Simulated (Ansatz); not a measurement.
Relaxed-ion elastic tensor of GeO$_{2}$ in space group P3_221 (No. 154; Ge on 3a, O on 6c) in GPa (Voigt order), the program Ansatz at the LDA level (PAW); density 4.48 g/cm³, 12.92 Å³ per atom.

```csv
,1,2,3,4,5,6
1,56.6,25.8,25.2,-1.5,0.0,0.0
2,25.8,56.6,25.2,1.5,0.0,0.0
3,25.2,25.2,113,0.0,0.0,0.0
4,-1.5,1.5,0.0,28.7,0.0,0.0
5,0.0,0.0,0.0,0.0,28.7,-1.5
6,0.0,0.0,0.0,0.0,-1.5,15.4
```

Task: Is the crystal mechanically stable?

Result: Yes: the smallest eigenvalue of C is 15.3 GPa.

Task: Work out the Voigt, Reuss and Hill averages.

Result: K_V = 42.0, K_R = 38.7, K_H = 40.4; G_V = 24.6, G_R = 21.6, G_H = 23.1 GPa.

Task: Give Young's modulus, Poisson's ratio, Pugh's ratio and the universal anisotropy index.

Result: E = 9KG/(3K + G) = 58.1 GPa; ν = 0.26; K/G = 1.75 (near the Pugh limit of 1.75, no verdict); A_U = 5G_V/G_R + K_V/K_R − 6 = 0.78.

Task: Estimate the sound speeds and the Debye temperature.

Result: v_l = √((K + 4G/3)/ρ) = 3980 m/s, v_t = √(G/ρ) = 2270 m/s, mean 2520 m/s; Θ = (h/k)(3n/4πV)^(1/3) v_m = 320 K.

Task: Solve the Christoffel equation for the three sound speeds along x, y, z.

Result: Eigenvalues of C_ijkl n_j n_l equal ρv² (piezoelectric stiffening left out). In km/s, slowest first: x 1.84, 2.54, 3.55; y 1.85, 2.53, 3.56; z 2.53, 2.53, 5.01.

Task: How much does each axis shrink under pressure?

Result: Linear compressibilities β_i = Σ_j S_ij (j = 1 to 3): x 11, y 11, z 4.0 per TPa.

Symmetry was held in the LDA relaxation; phonons on a q-mesh show no instability.

Potentials: the later of the program's two PAW sets.
